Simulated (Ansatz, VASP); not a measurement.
One calculation of Al, two programs

```
Al
1.0
     0.00000    1.91274    1.91274
     1.91274    0.00000    1.91274
     1.91274    1.91274    0.00000
Al
1
Direct
  0.00000 0.00000 0.00000
```

Alike in both runs: task single point; functional r2SCAN; k mesh 18 × 18 × 18; occupations gaussian, width 0.1 eV; no spin polarisation.

|  | VASP | Ansatz |
| --- | --- | --- |
| version | VASP 6.6.1 | Ansatz 0.2.0 |
| potentials or method | VASP PAW PBE potentials, release 64 (Al) | scalar-relativistic, plane waves, PAW |
| plane-wave cutoff (eV) | 520 | 500 |
| valence electrons in the cell | 3 | 3 |

Ansatz gave:

```
gap on the k mesh at the Fermi level (eV) : none
pressure (GPa)                            : 15.7
```

**Question.** What did VASP give for the same quantities?

**Answer.** gap on the k mesh at the Fermi level (eV): none; pressure (GPa): 15.2.

A gap of «none» marks a metal or a gap that the smearing closes. The functional is the same, so the differences come from potentials, cutoffs and numerics.

Caveats: so large a pressure means that the cell lies far from this level's equilibrium, or that cutoff or potentials fall short (VASP); the potentials were made for another functional, which shifts forces and pressure (VASP).
